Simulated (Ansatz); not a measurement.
# TiC (rocksalt type): the cost of one run

Method: DFT, PBE, PAW with Ansatz's default frozen-core files, scalar-relativistic, in Ansatz 0.2.0.

### Step 1. Starting point

It takes space group Fm-3m (No. 225, cubic). The conventional cell has a = 4.309 Å, b = 4.309 Å, c = 4.309 Å, α = 90.00°, β = 90.00°, γ = 90.00°. Around Ti (site symmetry m-3m) lie 6 C at 2.15 Å. C (site symmetry m-3m) is surrounded by 6 Ti at 2.15 Å.

Structure file:

```xyz
2
Lattice="0.0000 2.1544 2.1544 2.1544 0.0000 2.1544 2.1544 2.1544 0.0000" Properties=species:S:1:pos:R:3 pbc="T T T"
Ti    0.0000    0.0000    0.0000
C     2.1544    2.1544    2.1544
```

Atoms are numbered in the order of the input: Ti1, C2.

### Step 2. Cell relaxed at zero pressure, PAW

input.yaml reads:

```yaml
crystal:
  lattice:
    - [0.0, 2.15443469, 2.15443469]
    - [2.15443469, 0.0, 2.15443469]
    - [2.15443469, 2.15443469, 0.0]
  atoms:
    - { symbol: Ti, position: [0.0, 0.0, 0.0] }
    - { symbol: C, position: [0.5, 0.5, 0.5] }
kpoints:
  mp_grid: { grid: [16, 16, 16] }
scf:
  occupations: { method: fermi_dirac, width: 0.05 }
hamiltonian:
  xc: pbe
  pseudopotentials: { kind: paw }
output:
  forces: true
  stress: true
relax:
  f_tol: 0.005
  max_steps: 40
  cell: {}
```

Started as:

```console
$ ansatz run input.yaml --threads 1 --pin off --max-ram 3584MiB --backend cpu --events-out ev --progress --plain --runs-dir out
```

What time and memory should one allow on 1 thread of Intel Xeon Platinum 8488C (Sapphire Rapids), shared host?

About 7.5 s, with a peak of 0.39 GiB.
